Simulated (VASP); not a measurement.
VASP inputs for PbS (strained rocksalt)

INCAR

```
LWAVE = .FALSE.
ENCUT = 520
EDIFF = 1E-7
LREAL = .FALSE.
METAGGA = R2SCAN
NELM = 120
LCHARG = .FALSE.
IBRION = -1
LASPH = .TRUE.
ISMEAR = -1
NBANDS = 17
NSW = 0
ISIF = 2
SIGMA = 0.02
ALGO = Normal
PREC = Accurate
```

KPOINTS

```
KPOINTS created by Atomic Simulation Environment
0
Gamma
8 8 8
0 0 0
```

KPOINTS_OPT

```
special points
7
Reciprocal
0.0000000000 0.0000000000 0.0000000000 1
0.5000000000 0.0000000000 0.5000000000 1
0.6250000000 0.2500000000 0.6250000000 1
0.3750000000 0.3750000000 0.7500000000 1
0.5000000000 0.5000000000 0.5000000000 1
0.5000000000 0.2500000000 0.7500000000 1
0.0000000000 0.0000000000 0.5000000000 1
```

POSCAR

```
Pb S
 1.0000000000000000
     0.1207113021000000    3.0183269980000000    3.0183269980000000
     3.0183269980000000    0.1207113021000000    3.0183269980000000
     3.0183269980000000    3.0183269980000000    0.1207113021000000
 Pb  S
   1   1
Cartesian
  0.0000000000000000  0.0000000000000000  0.0000000000000000
  3.0786826490499988  3.0786826490499988  3.0786826490499988
```

VASP ran with the recommended PBE PAW datasets (20 valence electrons in the cell).

Predict the results.

gap between bands v and c 0.16 eV; least direct gap 0.49 eV; pressure 1.8 GPa.

Band v is the last that the valence electrons fill when counted band by band, and c is the next. Levels in eV from the top of v:

```tsv
point	v−1	v	c	c+1
Γ	-2.47	-2.47	5.32	5.32
X	-4.12	-3.73	3.88	5.42
K	-3.23	-2.85	3.44	4.24
L	-2.06	0.00	0.70	2.26
W	-4.91	-1.40	2.16	4.57
```
